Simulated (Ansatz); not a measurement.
# ZnO: the cost of one run

Computed with Ansatz 0.2.0 (DFT PBE, scalar-relativistic, plane waves, PAW, unless a step's input says otherwise).

1 further run of the same task is left out (set aside as unsound or not needed).

## Step 1: Starting point

Symmetry: P6_3mc, No. 186, hexagonal system. Conventional cell: a = 3.279 Å, b = 3.279 Å, c = 5.293 Å, α = 90.00°, β = 90.00°, γ = 120.00°. Zn (site symmetry 3m) is surrounded by 4 O at 2.00 to 2.01 Å. O (site symmetry 3m) has 4 Zn at 2.00 to 2.01 Å as nearest neighbours.

Coordinates:

```cif
data_structure
_symmetry_space_group_name_H-M 'P 1'
_symmetry_Int_Tables_number 1
_cell_length_a 3.2795
_cell_length_b 3.2795
_cell_length_c 5.2933
_cell_angle_alpha 90.000
_cell_angle_beta 90.000
_cell_angle_gamma 120.000
_cell_volume 49.30
loop_
_atom_site_label
_atom_site_type_symbol
_atom_site_fract_x
_atom_site_fract_y
_atom_site_fract_z
_atom_site_occupancy
Zn1 Zn 0.33333 0.66667 0.49997 1
Zn2 Zn 0.66667 0.33333 0.99997 1
O1 O 0.66667 0.33333 0.37904 1
O2 O 0.33333 0.66667 0.87904 1
```

This cell was relaxed beforehand with the same method: volume 12.33 Å³/atom, gap on the mesh 0.74 eV.

## Step 2: Electronic structure at the relaxed geometry

input.yaml reads:

```yaml
crystal:
  lattice:
    - [3.2794860118, 0.0, 0.0]
    - [-1.6397430059, 2.8401181976, 0.0]
    - [0.0, 0.0, 5.2932739711]
  atoms:
    - { symbol: Zn, position: [0.3333333333, 0.6666666667, 0.4999685881] }
    - { symbol: Zn, position: [0.6666666667, 0.3333333333, -3.14119e-05] }
    - { symbol: O, position: [0.6666666667, 0.3333333333, 0.3790414119] }
    - { symbol: O, position: [0.3333333333, 0.6666666667, 0.8790414119] }
basis:
  ecutwfc: 420
kpoints:
  mp_grid: { grid: [9, 9, 6] }
  band_path:
    path:
      - [[0.0, 0.0, 0.0], [0.5, 0.0, 0.0], [0.33333333, 0.33333333, 0.0], [0.0, 0.0, 0.0], [0.0, 0.0, 0.5], [0.5, 0.0, 0.5], [0.33333333, 0.33333333, 0.5], [0.0, 0.0, 0.5]]
      - [[0.5, 0.0, 0.5], [0.5, 0.0, 0.0]]
      - [[0.33333333, 0.33333333, 0.5], [0.33333333, 0.33333333, 0.0]]
    npoints: 14
hamiltonian:
  xc: pbe
scf:
  occupations: { method: gaussian, width: 0.02 }
  n_extra_bands: 10
output:
  forces: true
  stress: true
  eigenvalues: true
  populations: true
  dos: { projected: true, de: 0.02, nscf_kmesh: { grid: [14, 14, 9] } }
  bader: true
  write_density: true
  write_potential: true
  elf: true
  volumetric_format: npy
```

Run with:

```
$ ansatz run input.yaml --threads 1 --pin off --max-ram 2560MiB --backend cpu --events-out ev --progress --plain --runs-dir out
```

Q: Estimate wall time and peak memory on 1 thread of Arm Neoverse V1, shared host.

About 62 s, with a peak of 0.36 GiB.
